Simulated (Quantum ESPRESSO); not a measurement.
Crystal: FeO (Wuestite).

```
CELL_PARAMETERS angstrom
1.51882 0.87689 2.51958
-1.51882 0.87689 2.51958
0.00000 -1.75378 2.51958
ATOMIC_POSITIONS crystal
Fe 0.00000 0.00000 0.00000
O 0.50000 0.50000 0.50000
```

* Program: Quantum ESPRESSO 7.5
* Task: phonons
* Functional: PBEsol
* Dispersion: D3(BJ)
* Potentials or basis: GBRV 1.5 PBE
* Cutoff: 762 eV
* Density cutoff: 6095 eV
* k mesh: 4 × 4 × 4, shifted
* Occupations: fermi-dirac, width 0.05 eV
* Spin: collinear spin, ferromagnetic start
* Starting moments: [3.0, 0.0] μB
* Mixing beta: 0.3
* Most SCF iterations: 120
* SCF threshold: 4e-10 Ry

The cell and the atoms were relaxed first, to 9.44 Å³/atom (a = 2.936 Å, b = 2.936 Å, c = 2.936 Å, α = 62.44°, β = 62.44°, γ = 62.44°), and the response was taken there.

At Γ the optical frequencies are 206 311 311 cm⁻¹, at a pressure of 0.0 GPa.

Q: How do the modes respond when the cell is scaled evenly, at fixed shape?

A: The highest mode has a Grüneisen parameter of 3.20. None of the listed modes softens on compression. Real pressure also changes the shape of this cell, most of all in layered crystals, so these aren't the shifts under hydrostatic load.

Frequencies at 99 % and 101 % of the volume (pressures 2.2 and -2.1 GPa), ions relaxed:
```csv
mode,99 % (cm⁻¹),101 % (cm⁻¹),Grüneisen parameter
4,215.9,195.3,5.03
5,321.0,301.1,3.20
6,321.0,301.1,3.20
```

Modes are matched by their order; those that don't vary smoothly over the three volumes are left out.

Caveat: the k mesh is coarse (spacing up to 0.63 Å⁻¹), so the values aren't converged; the mesh is thin for the phonons of a metal; the potentials were made for another functional, which shifts forces and pressure; a cell with one magnetic atom can't hold antiferromagnetic order, which such compounds often take; pairwise dispersion overbinds metals, which lowers pressure and volume.
